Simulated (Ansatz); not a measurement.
# A film clamped to a substrate in Si

Method: Ansatz 0.2.0, DFT LDA, scalar-relativistic, plane waves, PAW. Cutoff 420 eV, Γ-centred 12×12×12 k-points, Gaussian smearing of 0.15 eV. No spin polarisation. Energies are free energies at this smearing, counted from the undisturbed cell; pressure is positive in compression.

Reference structure (relaxed at this level; this form isn't the usual structure):

```xyz
8
Lattice="4.6594 2.6901 1.8590 -4.6594 2.6901 1.8590 0.0000 -5.3802 1.8590" Properties=species:S:1:pos:R:3 pbc="T T T"
Si   -3.2540   -0.8243    2.3607
Si    3.2540    0.8243    3.2162
Si    0.0000    0.0000    3.9906
Si   -0.9131   -3.2302    3.2162
Si   -2.3409    2.4059    3.2162
Si    0.9131    3.2302    2.3607
Si    0.0000    0.0000    1.5863
Si    2.3409   -2.4059    2.3607
```

The cell (8 atoms, V0 = 139.81 Å³) is strained by p along both x and y and by q along z, fractional coordinates fixed. τp = (1/V0) ∂E/∂p = (σxx + σyy)(1 + p)(1 + q) and τq = (1/V0) ∂E/∂q = σzz(1 + p)², with tension positive.

```
     p q  ΔE (meV/atom)  τp (GPa)  τq (GPa)
 0.000   0.000           0.00      0.04      0.00
-0.040   0.000          54.37    -26.36     -3.83
 0.040   0.000          43.58     18.78      2.98
 0.000  -0.040          22.81     -3.78    -10.90
 0.000   0.040          19.00      2.99      8.30
```

Get the second derivatives of the energy density.

Central differences give A = ∂τp/∂p = 564 GPa (C11 + C22 + 2 C12), C = ∂τq/∂q = 240 GPa (C33) and the cross term B = ∂τq/∂p = 85 GPa (C13 + C23); ∂τp/∂q = 85 GPa must equal B, and any difference shows higher-order terms. Steps this large leave an error of some per cent of A or C in all of these, which can swamp a small B. The ions are clamped.

A film of this crystal grows with z along the normal on a substrate that imposes p. How does its thickness respond, and what does the misfit cost?

Count p and q from the stress-free cell. A free surface needs τq = 0, so q = −(B/C) p = -0.35 p. The energy density left is (A − B²/C) p²/2 = M p², with the biaxial modulus M = 267 GPa; a misfit of 1 % costs 2.91 meV/atom, against 3.08 meV/atom if the thickness were held.

At p = -0.080 the energies along q are 438.2 (q = -0.080), 309.2 (q = -0.040), 243.3 (q = 0.000), 226.3 (q = 0.040), 245.5 (q = 0.080) meV/atom.

Does the linear rule hold at this misfit?

A parabola through the lowest point and its neighbours has its minimum at q = 0.039, 226.3 meV/atom. With the stress left in the starting cell, τp0 and τq0, linear elasticity gives q = −(τq0 + Bp)/C = 0.028 and E = V0(τp0 p + τq0 q + Ap²/2 + Bpq + Cq²/2)/N = 186.0 meV/atom. The energies differ by more than a tenth, so the quadratic law fails here: the gap holds the anharmonic part, with some error from the wide steps. Cubic terms also shift the vertex of so wide a parabola.

Forces appear on the atoms along this scan, and letting them relax would lower the energy and soften the response. In a metal these slopes depend on the k mesh and the smearing.

The film responds mainly through its in-plane stiffness: letting the thickness adjust lowers the cost of a 1 % misfit only from 3.08 to 2.91 meV/atom. This weak coupling fits a covalent network, where directional bonds resist changes of angle as well as of length, so the lattice does little to conserve its volume. Since z is the threefold axis of this rhombohedral cell, the linear response is isotropic in the film plane.

Compression costs more than equal extension along both strain directions, because short-range repulsion rises steeply as the atoms approach while stretched bonds soften. The same asymmetry explains why the energy at p = -0.080 reaches 226.3 meV/atom, where linear elasticity gives 186.0. A tensile misfit of that size would probably fall below the quadratic estimate instead. The elastic cost alone doesn't show whether a substrate could stabilise this dense form against diamond-structure silicon, which also depends on the energy difference between the phases and on the interface.
